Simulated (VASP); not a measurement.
# GaAs (F-43m) in VASP: settings compared

The runs below take GaAs through dielectric tensor, G0W0 quasiparticle levels, with PBEsol, PBE.

Everything below comes from runs of VASP 6.6.1. Logs are shortened: lines on timing, memory, paths and dates and some standing lists are left out, and cuts for length are marked.

## (1) The structure

Symmetry: F-43m, No. 216, cubic system. The conventional cell has a = 5.654 Å, b = 5.654 Å, c = 5.654 Å, α = 90.00°, β = 90.00°, γ = 90.00°. Around As (site symmetry -43m) lie 4 Ga at 2.45 Å. Ga (site symmetry -43m) is surrounded by 4 As at 2.45 Å.

## (2) Dielectric tensor, PBEsol

File INCAR:

```
SYSTEM = GaAs
ALGO     = Normal         ! electronic algorithm
EDIFF    = 1E-8           ! SCF threshold, eV
ENCUT    = 600            ! plane-wave cutoff, eV
GGA      = PS             ! functional
ISIF     = 2              ! what is computed and relaxed
ISMEAR   = 0              ! smearing method
LASPH    = .TRUE.         ! aspherical terms in the spheres
LCHARG   = .FALSE.        ! write CHGCAR
LEPSILON = .TRUE.         ! dielectric tensor by DFPT
LREAL    = .FALSE.        ! projectors in reciprocal space
LWAVE    = .FALSE.        ! write WAVECAR
NELM     = 100            ! most SCF steps
PREC     = Accurate       ! precision mode
SIGMA    = 0.01           ! smearing width, eV
```

File KPOINTS:

```
k-points
0
G
  10 10 10
  0 0 0
```

File POSCAR:

```
GaAs
1.0
    0.0000000000      2.8268500000      2.8268500000
    2.8268500000      0.0000000000      2.8268500000
    2.8268500000      2.8268500000      0.0000000000
As Ga
1 1
Direct
    0.7500000000      0.7500000000      0.7500000000
    0.0000000000      0.0000000000      0.0000000000
```

Potentials or basis: VASP PAW PBE potentials, release 64 (As, Ga_d).

Started as:

```sh
$ cat potpaw_PBE.64/As/POTCAR potpaw_PBE.64/Ga_d/POTCAR > POTCAR
$ mpirun -np 1 vasp_std > vasp.out
```

OUTCAR:

```text
SYSTEM = GaAs
   EDIFF = 1E-8
   ENCUT = 600
   GGA = PS
   ISIF = 2
   ISMEAR = 0
   LASPH = .TRUE.
   LEPSILON = .TRUE.
   LREAL = .FALSE.
   NELM = 100
   PREC = Accurate

 Found     47 irreducible k-points:

 Following reciprocal coordinates:
            Coordinates               Weight
  0.000000  0.000000  0.000000      1.000000
  0.100000  0.000000  0.000000      8.000000
  0.200000  0.000000  0.000000      8.000000
  0.300000  0.000000  0.000000      8.000000
  0.400000  0.000000  0.000000      8.000000
  0.500000  0.000000  0.000000      4.000000
   k-points           NKPTS =     47   k-points in BZ     NKDIM =     47   number of bands    NBANDS=     13
   number of dos      NEDOS =    301   number of ions     NIONS =      2
   total plane-waves  NPLWV =  32768
   dimension x,y,z NGX =    32 NGY =   32 NGZ =   32
   dimension x,y,z NGXF=    64 NGYF=   64 NGZF=   64
   ions per type =               1   1
   NGX,Y,Z   is equivalent  to a cutoff of  13.31, 13.31, 13.31 a.u.
   NGXF,Y,Z  is equivalent  to a cutoff of  26.61, 26.61, 26.61 a.u.
 SYSTEM =  GaAs
   PREC   = accura    normal or accurate (medium, high low for compatibility)
   ISTART =      0    job   : 0-new  1-cont  2-samecut
   ICHARG =      2    charge: 1-file 2-atom 10-const
   ISPIN  =      1    spin polarized calculation?
   LNONCOLLINEAR =      F non collinear calculations
   LSORBIT =      F    spin-orbit coupling
   LASPH  =      T    aspherical Exc in radial PAW
   ENCUT  =  600.0 eV  44.10 Ry    6.64 a.u.   7.98  7.98  7.98*2*pi/ulx,y,z
   NELM   =    100;   NELMIN=  2; NELMDL= -5     # of ELM steps
   EDIFF  = 0.1E-07   stopping-criterion for ELM
   LREAL  =      F    real-space projection
   EDIFFG = 0.1E-06   stopping-criterion for IOM
   NSW    =      0    number of steps for IOM
   IBRION =     -1    ionic relax: 0-MD 1-quasi-New 2-CG
   NFREE  =      0    steps in history (QN), initial steepest desc. (CG)
   ISIF   =      2    stress and relaxation
   ISYM   =      2    0-nonsym 1-usesym 2-fastsym
   POTIM  = 0.5000    time-step for ionic-motion
   TEBEG  =    0.0;   TEEND  =   0.0 temperature during run
   PSTRESS=    0.0 pullay stress
   NELECT =      18.0000    total number of electrons
   NUPDOWN=      -1.0000    fix difference up-down
   EMIN   =  10.00;   EMAX   =-10.00  energy-range for DOS
   EFERMI =   0.00;   METHOD = LEGACY
   ISMEAR =     0;   SIGMA  =   0.01  broadening in eV -4-tet -1-fermi 0-gaus
   EFERMI_NEDOS =   21; number of points for ismear=-14 and -15
   IALGO  =     38    algorithm
   IMIX   =      4    mixing-type and parameters
     AMIX     =   0.40;   BMIX     =  1.00
     AMIX_MAG =   1.60;   BMIX_MAG =  1.00
  volume/ion in A,a.u.               =      22.59       152.44
  Fermi-wavevector in a.u.,A,eV,Ry     =   1.204628  2.276417 19.743799  1.451128
  Thomas-Fermi vector in A             =   2.340347
   LORBIT       =      0    0 simple, 1 ext, 2 COOP (PROOUT), +10 PAW based schemes
   GGA     = PS    functional components
   LHFCALC =     F    Hartree Fock is set to
   AEXX    =    0.0000 exact exchange contribution
   IVDW    =     0    specifies the selected vdW correction
   LEPSILON=     T    determine dielectric tensor
   LRPA    =     F    only Hartree local field effects (RPA)
 non-spin polarized calculation
 Gauss-broadening in eV      SIGMA  =   0.01
  energy-cutoff  :      600.00
  volume of cell :       45.18
 maximum number of plane-waves:      1524
   NGX = 15   NGY = 15   NGZ = 15

--------------------------------------- Ionic step        1  -------------------------------------------

 number of electron      18.0000011 magnetization

 E-fermi :   3.9065     XC(G=0):  -9.7729

 val. band max:        3.8038728152   @ k =   0.0000   0.0000   0.0000
 cond. band min:       4.2599981192   @ k =   0.0000   0.0000   0.0000
 fundamental gap:      0.4561253040
 Fermi energy:         3.9064912880

 k-point     1 :       0.0000    0.0000    0.0000
  band No.  band energies     occupation
      1     -10.9704      2.00000
      2     -10.9704      2.00000
      3     -10.9704      2.00000
      4     -10.8903      2.00000
      5     -10.8903      2.00000
      6      -8.9484      2.00000
      7       3.8039      2.00000
      8       3.8039      2.00000
      9       3.8039      2.00000
     10       4.2600      0.00000
     11       7.4946      0.00000
     12       7.4946      0.00000
     13       7.4946      0.00000

 k-point     2 :       0.1000    0.0000    0.0000
  band No.  band energies     occupation
      1     -10.9796      2.00000
      2     -10.9680      2.00000
      3     -10.9680      2.00000
      4     -10.8905      2.00000
      5     -10.8905      2.00000
      6      -8.8302      2.00000
      7       2.2685      2.00000
      8       3.6433      2.00000
      9       3.6433      2.00000
     10       5.2377      0.00000
     11       7.7318      0.00000
     12       7.7318      0.00000
     13       7.7344      0.00000

 k-point     3 :       0.2000    0.0000    0.0000
  band No.  band energies     occupation
      1     -11.0019      2.00000
      2     -10.9623      2.00000
      3     -10.9623      2.00000
      4     -10.8904      2.00000
      5     -10.8904      2.00000
      6      -8.4905      2.00000
      7       0.4787      2.00000
      8       3.2980      2.00000
      9       3.2980      2.00000
     10       5.3296      0.00000
     11       8.1928      0.00000
     12       8.1928      0.00000
     13       8.8941      0.00000

 k-point     4 :       0.3000    0.0000    0.0000
  band No.  band energies     occupation
      1     -11.0268      2.00000
      2     -10.9561      2.00000
      3     -10.9561      2.00000
      4     -10.8893      2.00000
      5     -10.8893      2.00000
      6      -7.9816      2.00000
      7      -1.1412      2.00000
      8       2.9617      2.00000
      9       2.9617      2.00000
     10       5.0421      0.00000
     11       8.4419      0.00000
     12       8.4419      0.00000
     13      10.4821      0.00000

 k-point     5 :       0.4000    0.0000    0.0000
  band No.  band energies     occupation
      1     -11.0453      2.00000
      2     -10.9521      2.00000
      3     -10.9521      2.00000
      4     -10.8875      2.00000
      5     -10.8875      2.00000
      6      -7.4378      2.00000
      7      -2.3755      2.00000
      8       2.7346      2.00000
      9       2.7346      2.00000
     10       4.8137      0.00000
     11       8.4275      0.00000
     12       8.4275      0.00000
     13      11.3857      0.00000

 k-point     6 :       0.5000    0.0000    0.0000
  band No.  band energies     occupation
      1     -11.0520      2.00000
      2     -10.9508      2.00000
      3     -10.9508      2.00000
      4     -10.8865      2.00000
      5     -10.8865      2.00000
      6      -7.1701      2.00000
      7      -2.8769      2.00000
      8       2.6555      2.00000
      9       2.6555      2.00000
     10       4.7329      0.00000
     11       8.3882      0.00000
     12       8.3882      0.00000
     13      11.3859      0.00000

 [... further k-points ...]

  FORCE on cell =-STRESS in cart. coord.  units (eV):
  Direction    XX          YY          ZZ          XY          YZ          ZX
  --------------------------------------------------------------------------------------
  -------------------------------------------------------------------------------------
  Total        0.0962696      0.0962696      0.0962696      0.0000000      0.0000000     -0.0000000
  in kB        3.4139852      3.4139852      3.4139852      0.0000000      0.0000000     -0.0000000
  external PRESSURE =       3.4139852 kB  Pullay stress =       0.0000000 kB

 VOLUME and BASIS-vectors are now :
 -----------------------------------------------------------------------------
  energy-cutoff  :      600.00
  volume of cell :       45.18
      direct lattice vectors                 reciprocal lattice vectors
     0.000000000  2.826850000  2.826850000    -0.176875321  0.176875321  0.176875321
     2.826850000  0.000000000  2.826850000     0.176875321 -0.176875321  0.176875321
     2.826850000  2.826850000  0.000000000     0.176875321  0.176875321 -0.176875321

 POSITION                                       TOTAL-FORCE (eV/Angst)
 -----------------------------------------------------------------------------------
      4.24027      4.24027      4.24027        -0.000000     -0.000000     -0.000000
      0.00000      0.00000      0.00000         0.000000      0.000000      0.000000
 -----------------------------------------------------------------------------------
    total drift:                               -0.000001     -0.000001     -0.000001

  FREE ENERGIE OF THE ION-ELECTRON SYSTEM (eV)
  ---------------------------------------------------
  free  energy   TOTEN  =        -9.0912195264 eV

  energy  without entropy=       -9.0912195264  energy(sigma->0) =       -9.09121953

 HEAD OF MICROSCOPIC STATIC DIELECTRIC TENSOR (INDEPENDENT PARTICLE, excluding Hartree and local field effects)
 ------------------------------------------------------
          25.662356     0.000000     0.000000
           0.000000    25.662356    -0.000000
          -0.000000     0.000000    25.662356
 ------------------------------------------------------

 Free energy of the ion-electron system (eV)
  ---------------------------------------------------
  ---------------------------------------------------
  free energy    TOTEN  =        -3.14070048 eV

  energy without entropy =       -3.14070048

------------------------ aborting loop because EDIFF is reached ----------------------------------------

--------------------------------------- Ionic step        2  -------------------------------------------

------------------------ aborting loop because EDIFF is reached ----------------------------------------

--------------------------------------- Ionic step        3  -------------------------------------------

 Free energy of the ion-electron system (eV)
  ---------------------------------------------------
  ---------------------------------------------------
  free energy    TOTEN  =        -3.14070226 eV

  energy without entropy =       -3.14070226

------------------------ aborting loop because EDIFF is reached ----------------------------------------

 PIEZOELECTRIC TENSOR FIELD DIRECTION 3  (e Angst)
 -----------------------------------------------------------------------------
    -0.00102  2.58414  0.00000           (  0.00000  0.01477  0.00000)
     2.58414 -0.00102  0.00000           (  0.01477  0.00000  0.00000)
     0.00000  0.00000 -0.00026           (  0.00000  0.00000  0.00000)

 PIEZOELECTRIC TENSOR FIELD DIRECTION 3  (C/m^2)
 -----------------------------------------------------------------------------
    -0.00036  0.91641  0.00000
     0.91641 -0.00036  0.00000
     0.00000  0.00000 -0.00009

 MACROSCOPIC STATIC DIELECTRIC TENSOR (including local field effects in DFT)
 ------------------------------------------------------
          25.067447    -0.000000    -0.000000
           0.000000    25.067447    -0.000000
          -0.000000     0.000000    25.067447
 ------------------------------------------------------

 PIEZOELECTRIC TENSOR (including local field effects)  for field in x, y, z        (e  Angst)
          XX          YY          ZZ          XY          YZ          ZX
  --------------------------------------------------------------------------------
  x     0.00000    -0.00000    -0.00000     0.00000     2.59124    -0.00000
  y     0.00000     0.00000    -0.00000    -0.00000     0.00000     2.59124
  z    -0.00000    -0.00000     0.00000     2.59124    -0.00000     0.00000

 PIEZOELECTRIC TENSOR (including local field effects)  for field in x, y, z        (C/m^2)
          XX          YY          ZZ          XY          YZ          ZX
  --------------------------------------------------------------------------------
  x     0.00000    -0.00000    -0.00000     0.00000     0.91892    -0.00000
  y     0.00000     0.00000    -0.00000    -0.00000     0.00000     0.91892
  z    -0.00000    -0.00000     0.00000     0.91892    -0.00000     0.00000

 BORN EFFECTIVE CHARGES (including local field effects) (in |e|, cummulative output)
 ---------------------------------------------------------------------------------
 ion    1
    1    -2.18732     0.00000    -0.00000
    2     0.00000    -2.18732     0.00000
    3     0.00000     0.00000    -2.18732
 ion    2
    1     2.18732    -0.00000     0.00000
    2    -0.00000     2.18732    -0.00000
    3    -0.00000    -0.00000     2.18732
```

It took 6.8 min on 1 thread of Intel Xeon Platinum 8488C (Sapphire Rapids), shared host; peak memory 0.43 GiB.

These settings aren't checked as converged: the numbers below hold their error.

Results:

- Band gap on the k mesh: 0.46 eV, direct
- Electronic dielectric tensor (diagonal): 25.07
- Born charges (mean of the diagonal): As -2.19; Ga +2.19 e

Caveat: the gap is small at this level, which inflates the dielectric constant; the PAW data sets were made with another functional, which shifts forces and pressure a little.

(Part 1 of 2 ends here.)
